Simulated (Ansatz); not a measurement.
AgCl (CsCl type): gap against strain (uniaxial along x, other directions held)

AgCl built on the CsCl prototype, relaxed with r2SCAN in Ansatz 0.2.0, then strained (uniaxial along x, other directions held; changes of length per length, axes as in the cell below) with the atoms relaxed again within the symmetry that is left. It is cubic, Pm-3m (No. 221); a = 3.396 Å in the conventional setting, 19.58 Å³ an atom. Ag has 8 Cl at 2.94 Å; Cl has 8 Ag at 2.94 Å. The cell comes from a prototype generator: it can be a known phase or a hypothetical one. Spin polarisation is off.

```xyz
2
Lattice="3.3956 0.0000 0.0000 0.0000 3.3956 0.0000 0.0000 0.0000 3.3956" Properties=species:S:1:pos:R:3 pbc="T T T"
Ag    0.0000    0.0000    0.0000
Cl    1.6978    1.6978    1.6978
```

Gaps are the least over each mesh (PBE 8×8×8, r2SCAN 8×8×8, HSE06 6×6×6 when unstrained) and the special points, which keep their unstrained names; stress is the change from the unstrained cell, compression positive.

```
strain (%)  gap, PBE (eV)  gap, r2SCAN (eV)  gap, HSE06 (eV)  edges, HSE06  stress along the strain, r2SCAN (GPa)  energy rise, r2SCAN (meV/atom)
     -1.33          0.571             1.217            1.995         X → Γ                                  +1.33                             1.0
       0.0          0.585             1.227            2.010         X → Γ                                   0.00                             0.0
     +0.45          0.579             1.220            2.004         X → Γ                                  -0.43                             0.1
     +2.02          0.557             1.193            1.979         X → Γ                                  -1.82                             2.4
     +4.46          0.523             1.148            1.936         X → Γ                                  -3.75                            10.9
```

Between zero and the nearest strains the slope of the HSE06 gap against strain is +0.012 eV per percent for negative and -0.015 for positive strain; it falls either way, as happens when edge states split or other valleys take over.

Spin-orbit coupling is left out.

The meshes of the hybrids are coarse, so their gaps aren't converged to the digits shown.
